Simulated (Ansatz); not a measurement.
The cell comes from COD entry 2101853, which wasn't checked; take it as a given geometry. The listed cell was then made from it by scaling, straining or moving an atom.

SnO₂: DFT, PBE, PAW with Ansatz's default frozen-core files, scalar-relativistic (Ansatz 0.2.0). What sets it apart from a plain run of this crystal: equal xx and yy strain of +1 %.

Command: `ansatz run input.yaml --threads 2 --pin off --max-ram 6144MiB --backend cpu --events-out ev --progress --plain --runs-dir out` The run took 2.9 s on 2 threads of Arm Neoverse V2, with other jobs on the host, peak memory 0.41 GiB.

```yaml
crystal:
  lattice:
    - [4.7847235, 0.0, 0.0]
    - [0.0, 4.7847235, 0.0]
    - [0.0, 0.0, 3.1864]
  atoms:
    - { symbol: Sn, position: [0.0, 0.0, 0.0] }
    - { symbol: Sn, position: [0.5, 0.5, 0.5] }
    - { symbol: O, position: [0.30562, 0.30562, 0.0] }
    - { symbol: O, position: [0.19438, 0.80562, 0.5] }
    - { symbol: O, position: [0.69438, 0.69438, 0.0] }
    - { symbol: O, position: [0.80562, 0.19438, 0.5] }
kpoints:
  mp_grid: { grid: [4, 4, 6] }
scf:
  occupations: { method: fermi_dirac, width: 0.03 }
hamiltonian:
  xc: pbe
  pseudopotentials: { kind: paw }
output:
  forces: true
  stress: true
  eigenvalues: true
  efg: { contact_densities: true }
  write_density: true
  write_potential: true
  elf: true
  volumetric_format: npy
```

Output (standing set-up lines are left out):

```
Crystal: 6 atoms, lattice volume = 72.948 Å³
Basis set: ecut = 420 eV, 1427 PW (Γ), exchange–correlation on 64×64×48 points (8 copies of the dense FFT grid, shifted against one another)
SCF iter   1: F=—  HF=-14317.911396 eV  |F-HF|=—  |Δ(HF+E_count)|=         —  Δρ=1.11e-3  dr2=3.24e-4  ethr=1.77e-3  ⟨swp⟩=6.1  Hψ=3398  notcnv=0  defer=1
preconditioner: auto → Resta (q_TF=auto, 2.579 Å⁻¹)  ε∞=3.6  [insulator: Δε(μ)=1.058 eV  Ē_g=19.604 eV  σ=0.030 eV  W_gap=1.00  n_scr=18 (ndim 8)  ℏωp=31.4 eV  f_vac=0.033  D(μ)=0.00/eV (n_scr^D=0)  ε∞_Penn≈3.6]
SCF iter   2: F=—  HF=-14317.912815 eV  |F-HF|=—  |Δ(HF+E_count)|=   1.42e-3  Δρ=5.88e-4  dr2=8.75e-5  ethr=6.24e-7  ⟨swp⟩=2.6  Hψ=1683  notcnv=0  defer=7
SCF iter   3: F=—  HF=-14317.913094 eV  |F-HF|=—  |Δ(HF+E_count)|=   2.79e-4  Δρ=2.24e-4  dr2=2.22e-5  ethr=1.68e-7  ⟨swp⟩=2.3  Hψ=1147  notcnv=0  defer=7
SCF iter   4: F=—  HF=-14317.913125 eV  |F-HF|=—  |Δ(HF+E_count)|=   3.11e-5  Δρ=3.82e-5  dr2=6.36e-7  ethr=4.27e-8  ⟨swp⟩=2.0  Hψ=1035  notcnv=0  defer=7
iter 5 did not close the SCF: its close was put off for the readings that it lacked (scf_convergence_deferred on its scf_iter line)
SCF iter   5: F=-14317.913127 eV  HF=-14317.913127 eV  |F-HF|=1.17e-7  |Δ(HF+E_count)|=   1.25e-6  Δρ=1.11e-5  dr2=5.42e-8  ethr=1.22e-9  ⟨swp⟩=2.0  Hψ=1310  notcnv=0  defer=7
SCF iter   6: F=-14317.913127 eV  HF=-14317.913127 eV  |F-HF|=5.78e-9  |Δ(HF+E_count)|=   1.27e-7  Δρ=3.24e-6  dr2=4.30e-9  ethr=1.04e-10  ⟨swp⟩=9.8  Hψ=5458  notcnv=0
SCF 1 converged in 6 iterations: F = -14317.913127 eV  dr2 = 4.30e-9
  greatest PAW one-centre occupation: 0.996 electrons in one spin orbital (limit 2), on the Sn atom at site 0 (counted from 0), in its partial waves of l = 2
SCF converged after 6 iterations
Free energy (F): -14317.913127 eV
Harris-Foulkes:  -14317.913127 eV  (|F-HF|=5.78e-9)
Internal energy: -14317.913127 eV  (E = F + TS)
E sigma→0 (E₀):  -14317.913127 eV
Fermi energy:    9.765782 eV
--- Per-component energies (eV) ---
  E_band       = -129.938097
  E_kinetic    = 1082.602855
  E_local      = -2901.912630  (includes V_loc(G=0)·N_el)
  E_nonlocal   = 134.504901
  E_hartree    = 1504.536848
  E_xc         = -1054.317404
  E_vxc        = -563.174257  (∫ρ·V_xc dr)
  E_paw        = -8929.723968  (= ΣΔE_a)
  E_vpaw       = -891.042583  (= ΣTr[D̂ρ^β])
  E_aug_tail   = 0.009971  (compensation charges beyond the density's cutoff)
  E_ewald      = -4153.613700
  E_smearing   = -0.000000  (= −TS)
  E_closure    = 0.000000  (closes the sum)
  Σ components = -14317.913127   (vs F -14317.913127, Δ=0.00e0)
--- Forces (eV/Å), atoms counted from 1 ---
  atom   1  Sn     0.00000000    -0.00000000     0.00000000
  atom   2  Sn    -0.00000000     0.00000000     0.00000000
  atom   3  O     -0.00322730    -0.00322730     0.00000000
  atom   4  O      0.00322730    -0.00322730     0.00000000
  atom   5  O      0.00322730     0.00322730     0.00000000
  atom   6  O     -0.00322730     0.00322730     0.00000000
  max |Σ_I F_I| component: 1.30e-18 eV/Å
--- Stress (GPa, compression-positive) ---
        5.635496       0.000000       0.000000
        0.000000       5.635496       0.000000
        0.000000       0.000000       8.968198
  P = ⅓ Tr σ = 6.7464 GPa (67.464 kbar)
--- PAW observables at the nuclei: V_zz in 10²¹ V/m², potentials from the cell's mean, atoms counted from 1 ---
  atom   1  Sn V_zz =    -4.930119   η = 0.8538   by run symmetry: allowed
            electrostatic potential = -8174.176698 V   contact ρ = 1236236.587384 e/Å³
  atom   2  Sn V_zz =    -4.930119   η = 0.8538   by run symmetry: allowed
            electrostatic potential = -8174.176698 V   contact ρ = 1236236.587384 e/Å³
  atom   3  O  V_zz =   -10.846394   η = 0.1521   by run symmetry: allowed
            electrostatic potential = -626.903443 V   contact ρ = 2157.060737 e/Å³
  atom   4  O  V_zz =   -10.846394   η = 0.1521   by run symmetry: allowed
            electrostatic potential = -626.903443 V   contact ρ = 2157.060737 e/Å³
  atom   5  O  V_zz =   -10.846394   η = 0.1521   by run symmetry: allowed
            electrostatic potential = -626.903443 V   contact ρ = 2157.060737 e/Å³
  atom   6  O  V_zz =   -10.846394   η = 0.1521   by run symmetry: allowed
            electrostatic potential = -626.903443 V   contact ρ = 2157.060737 e/Å³
--- Band table (eV; the first three rows and the last of 24) ---
  k-point 0: bands = ["-11.8632", "-11.1316", "-10.8779", "-10.8502", "-10.8502", "-10.7670", "-10.7331", "-10.6524", "-10.6270", "-10.6270", "-9.6152", "-7.8321", "-7.8321", "-6.1088", "1.1222", "5.1820", "5.1820", "5.4155", "6.1884", "7.2683", "7.2917", "8.0151", "8.0151", "8.4603", "8.4603", "9.2373", "10.2943", "15.3554", "15.5411", "15.5411", "19.5672", "19.7263"]
  k-point 1: bands = ["-11.7378", "-11.0879", "-11.0879", "-10.9941", "-10.8298", "-10.7857", "-10.7229", "-10.6590", "-10.6590", "-10.6531", "-9.4591", "-7.4359", "-7.4359", "-6.3076", "1.1286", "5.1875", "5.4285", "5.4285", "5.7434", "6.3698", "7.0319", "7.1159", "7.1159", "8.4783", "8.4783", "9.0170", "11.7974", "15.8121", "16.6166", "16.6166", "18.3605", "20.8431"]
  k-point 2: bands = ["-11.4671", "-11.4671", "-11.4420", "-10.9415", "-10.7157", "-10.7111", "-10.7111", "-10.6985", "-10.6946", "-10.6584", "-8.8947", "-6.9410", "-6.7223", "-6.7223", "1.3178", "3.6641", "5.0501", "5.5665", "5.5665", "6.2368", "6.2368", "6.2813", "6.8837", "8.2569", "8.2569", "8.4194", "13.8104", "16.0091", "17.9700", "18.5891", "18.5891", "20.1719"]
  k-point 23: bands = ["-11.6376", "-11.6376", "-11.1560", "-11.1560", "-10.7383", "-10.7383", "-10.6681", "-10.6681", "-10.6234", "-10.6234", "-7.7630", "-7.7630", "-6.4543", "-6.4543", "1.3540", "1.3540", "4.3073", "4.3073", "6.6733", "6.6733", "6.8063", "6.8063", "8.2919", "8.2919", "8.4080", "8.4080", "13.8790", "13.8790", "18.0697", "18.0697", "20.1769", "20.1769"]
```
